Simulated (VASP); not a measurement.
Input of a VASP 6.6.1 run:

POSCAR

```
TePb
1.0
    0.0000000000      3.3149593702      3.3149593702
    3.3149593702      0.0000000000      3.3149593702
    3.3149593702      3.3149593702      0.0000000000
Pb Te
1 1
Selective dynamics
Direct
    0.0000000000      0.0000000000      0.0000000000  F F F
    0.5000000000      0.5000000000      0.5000000000  T T T
```

The input INCAR.step1:

```
SYSTEM = TePb
  PREC = Accurate
  ENCUT = 500
  EDIFF = 1E-5
  ISMEAR = -5
  SIGMA = 0.05
  LREAL = .False.
  LASPH = .True.
  NELM = 60
  ALGO = Normal
  LWAVE = .True.
  LCHARG = .False.
  GGA = PE
```

File INCAR.step2:

```
SYSTEM = TePb
  PREC = Accurate
  ENCUT = 500
  EDIFF = 1E-6
  ISMEAR = -5
  SIGMA = 0.05
  LREAL = .False.
  LASPH = .True.
  NELM = 60
  ALGO = Normal
  ISIF = 2
  LWAVE = .False.
  LCHARG = .False.
  GGA = PE
  LHFCALC = .True.
  HFSCREEN = 0.2
  PRECFOCK = Normal
  IVDW = 11
  VDW_S6 = 1.0
  VDW_S8 = 0.109
  VDW_SR = 1.129
  VDW_SR8 = 1.0
  IBRION = 2
  NSW = 60
  EDIFFG = -0.05
  ISTART = 1
```

File KPOINTS:

```
regular mesh
0
Gamma
  4 4 4
  0 0 0
```

Potentials or basis: VASP PAW PBE potentials, release 64 (Pb, Te).

Run with:

```bash
$ cat potpaw_PBE.64/Pb/POTCAR potpaw_PBE.64/Te/POTCAR > POTCAR
$ cp INCAR.step1 INCAR
$ mpirun -np 1 vasp_std > vasp.out
$ cp INCAR.step2 INCAR
$ mpirun -np 1 vasp_std > vasp.out
```

(1) Estimate the dispersion energy per atom.

(2) Predict the band gap on the k mesh.

Results:

(1) -0.141 eV.

(2) 1.30 eV, direct.

Caveat: the relaxation stopped at its first step, so nothing moved; spin-orbit coupling is left out, which as a rule narrows the gap of such compounds by several tenths of an eV.
